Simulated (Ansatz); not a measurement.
This script for Ansatz 0.2.0 through its Python package starts 3 runs on BN, space group Fmm2. What input does the engine get in each?

`bn.py`:
```python
"""Start a denser mesh for BN from a saved density."""

import ansatz as az
from ase import Atoms


def main() -> None:
    atoms = Atoms(
        ["B", "N"],
        scaled_positions=[
            [5e-05, 5e-05, 0.99995],
            [2 / 3, 2 / 3, 1 / 3],
        ],
        cell=[
            [0.0, 3.49532, 2.16609],
            [1.25163, 0.0, 2.16609],
            [1.25163, 3.49532, 0.0],
        ],
        pbc=True,
    )
    crystal = az.Crystal.from_ase(atoms)

    job = crystal.calculation()
    job = job.functional("pbesol")
    job = job.pseudopotentials("paw").basis(550)
    job = job.occupations("Fermi-Dirac", width=0.02)
    coarse = job.kpoints(*(5, 5, 5)).checkpoint(write="state").run(threads=1).report
    warm = job.kpoints(*(11, 11, 11)).checkpoint(read="state").run(threads=1).report
    cold = job.kpoints(*(11, 11, 11)).run(threads=1).report
    for label, rep in (("coarse", coarse), ("fine, from the saved density", warm), ("fine, fresh start", cold)):
        print(f"{label:30s} F = {rep['free_energy_ev']:.5f} eV  iterations {rep['n_iterations']}")


if __name__ == "__main__":
    main()
```

Run 1:
```yaml
crystal:
  lattice:
    - [0.0, 3.49532, 2.16609]
    - [1.25163, 0.0, 2.16609]
    - [1.25163, 3.49532, 0.0]
  atoms:
    - { symbol: B, position: [5.0e-05, 5.0e-05, 0.99995] }
    - { symbol: "N", position: [0.6666666666666665, 0.6666666666666666, 0.3333333333333333] }
basis:
  ecutwfc: 550.0
kpoints:
  mp_grid:
    grid: [5, 5, 5]
hamiltonian:
  xc: pbesol
  pseudopotentials:
    kind: paw
scf:
  occupations:
    method: fermi_dirac
    width: 0.02
checkpoint:
  write: state
```

Run 2, against run 1:
```diff
-    grid: [5, 5, 5]
+    grid: [11, 11, 11]
-  write: state
+  read: state
```

Run 3, against run 1:
```diff
-    grid: [5, 5, 5]
+    grid: [11, 11, 11]
-checkpoint:
-  write: state
```

```console
$ python bn.py
coarse                         F = -533.77568 eV  iterations 6
fine, from the saved density   F = -533.78333 eV  iterations 4
fine, fresh start              F = -533.78333 eV  iterations 6
```

Absolute energies stand on the zero of these potentials, so only differences at equal settings mean something. A total without «per atom» is that of the cell as typed. The structure comes from a database of computed cells and needn't be a stable or known phase. The whole script took 7.8 s on 1 thread of Arm Neoverse V2, with other jobs on the host, peak memory 0.41 GiB.

(Lines on the test bed's own set-up are left out of the output.)
